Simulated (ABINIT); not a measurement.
The system is BN.

```
N B
1.0
     2.55394    0.00000    0.00000
    -1.27697    2.21178    0.00000
     0.00000    0.00000    4.22685
N B
2 2
Cartesian
  0.0000 1.4745 0.5295
  1.2770 0.7373 2.6430
  0.0000 1.4745 2.1123
  1.2770 0.7373 4.2257
```

Measurements of this composition are mostly on another form, of space group No. 194.

Base run:

```yaml
Program: ABINIT 10.8.3 (patched build)
Functional: LDA
Potentials_or_basis: JTH PAW LDA v2.0
Cutoff: 707 eV
k_mesh: 12 × 12 × 6
Occupations: fermi-dirac, width 0.05 eV
Spin: no spin polarisation
```

Its results: band gap on the k mesh 4.97 eV, indirect (least direct gap 8.10 eV).

**Question.** The run is repeated on the same cell with these changes: functional from LDA to TB-mBJ; cutoff from 707 eV to 844 eV; fine-grid cutoff from 1306.15 eV to 1442.2 eV. What comes out?

**Answer.** Band gap on the k mesh 6.83 eV, indirect (least direct gap 9.70 eV).

Caveats: the constant c of TB-mBJ comes from the pseudo density here, which moves gaps by up to 0.3 eV between sets of potentials (some runs).
